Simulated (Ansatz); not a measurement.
Runs of Ansatz 0.2.0 on Ta2N. Symmetry: P-3m1, No. 164, trigonal system. Conventional cell: a = 3.113 Å, b = 3.113 Å, c = 4.870 Å, α = 90.00°, β = 90.00°, γ = 120.00°. Ta (site symmetry 3m) is surrounded by 3 N at 2.18 Å. Around N (site symmetry -3m) lie 6 Ta at 2.18 Å. The cell comes from a database or a generator and needn't be the stable form of this composition.

| task | level | potentials or basis | spin | cell | k mesh | cutoff (eV) | smearing | other keys | mesh quality | gap on the mesh (eV) | pressure (GPa) | largest force (eV/Å) |
| --- | --- | --- | --- | --- | --- | --- | --- | --- | --- | --- | --- | --- |
| single point | BPBE | Ansatz PAW | SOC, no magnetisation | volume scaled by 1.04 | 10 × 10 × 6 | 420 | fermi-dirac 0.01 eV | - | not flagged | none | -11.7 | 0.20 |
| atomic charges | BLYP+D3(BJ) | Ansatz PAW | SOC, no magnetisation | as given | 10 × 10 × 6 | 420 | tetrahedron | - | not flagged | none | -7.7 | 0.41 |
| density of states | B3LYP | Ansatz PAW | SOC, no magnetisation | as given | 6 × 6 × 4 | 420 | methfessel-paxton 0.1 eV | - | coarse | none | (b) | (a) |
| relaxation of cell and atoms | RPBE | JTH PAW | off | relaxed from: atoms moved at random, drawn with an rms of 0.1 Å | 10 × 10 × 6 | 1320 | gaussian 0.001 eV | scf.occupations.method = gaussian; scf.occupations.width = 0.001 | not flagged | - | 0.0 | - |

**Question.** Fill in the values left out.

**Answer.** (a) 0.04; (b) 1.0.

Caveats: some runs use coarse meshes; the PAW data sets come from PBE, with cores solved anew for the run's functional, which leaves a small shift of forces and pressure (some runs); pairwise dispersion overbinds metals, which lowers pressure and volume (some runs); with tetrahedron occupations forces and stress needn't match the slope of the energy (some runs); the thresholds are loose for stress (some runs); the plane-wave basis is chosen anew once the cell has moved, so the energies of steps on either side of that aren't comparable (some runs).

A k mesh can miss the band edges, and rows without SOC leave out spin-orbit coupling on Ta.

A gap of «none» marks a metal or a gap under the smearing width.
